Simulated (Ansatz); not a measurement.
# ZrO2: properties at the relaxed cell

Aim: for ZrO2, relax it again with other functionals.

Method: DFT PBE, scalar-relativistic, plane waves, PAW, in Ansatz 0.2.0.

### Step 1. The system as given

It takes space group P4_2/nmc (No. 137, tetragonal). The conventional cell has a = 3.621 Å, b = 3.621 Å, c = 5.282 Å, α = 90.00°, β = 90.00°, γ = 90.00°. Zr (site symmetry -4m2) is surrounded by 4 O at 2.08 Å. Around O (site symmetry 2mm) lie 2 Zr at 2.08 Å.

As a file:

```
CELL_PARAMETERS angstrom
3.62107 0.00000 0.00000
0.00000 3.62107 0.00000
0.00000 0.00000 5.28246
ATOMIC_POSITIONS crystal
Zr 0.00000 0.00000 0.00000
Zr 0.50000 0.50000 0.50000
O 0.00000 0.50000 0.19279
O 0.00000 0.50000 0.69279
O 0.50000 0.00000 0.30721
O 0.50000 0.00000 0.80721
```

This cell was relaxed beforehand with the same method: volume 11.54 Å³/atom, gap on the mesh 4.06 eV.

### Step 2. Relaxing with PBEsol

Contents of input.yaml:

```yaml
crystal:
  lattice:
    - [3.6210708598, 0.0, 0.0]
    - [0.0, 3.6210708598, 0.0]
    - [0.0, 0.0, 5.2824584839]
  atoms:
    - { symbol: Zr, position: [0.0, 0.0, 0.0] }
    - { symbol: Zr, position: [0.5, 0.5, 0.5] }
    - { symbol: O, position: [0.0, 0.5, 0.1927881315] }
    - { symbol: O, position: [0.0, 0.5, 0.6927881315] }
    - { symbol: O, position: [0.5, 0.0, 0.3072118685] }
    - { symbol: O, position: [0.5, 0.0, 0.8072118685] }
basis:
  ecutwfc: 420
kpoints:
  mp_grid: { grid: [6, 6, 6] }
hamiltonian:
  xc: pbesol
scf:
  occupations: { method: gaussian, width: 0.02 }
output:
  forces: true
  stress: true
  eigenvalues: true
relax:
  adjacent_minimum: "off"
  f_tol: 0.005
  max_steps: 50
  cell: { stress_tol: 0.05 }
```

On the command line:

```sh
ansatz run input.yaml --threads 2 --pin off --max-ram 5120MiB --backend cpu --events-out ev --progress --plain --runs-dir out
```

### Step 3. Relaxing with PBE+D3(BJ)

input.yaml: that of step 2 with these lines changed.

```diff
@@ -17,3 +17,4 @@
 hamiltonian:
-  xc: pbesol
+  xc: pbe
+  dispersion: d3bj
 scf:
```

(Steps that only read results are left out.)

What does the calculation give?

The runs gave:

The volumes rise in the order PBEsol, PBE+D3(BJ), PBE, over 4.1 %. PBEsol comes nearest to the reported cell (-0.6 %), which holds thermal expansion that these runs lack.
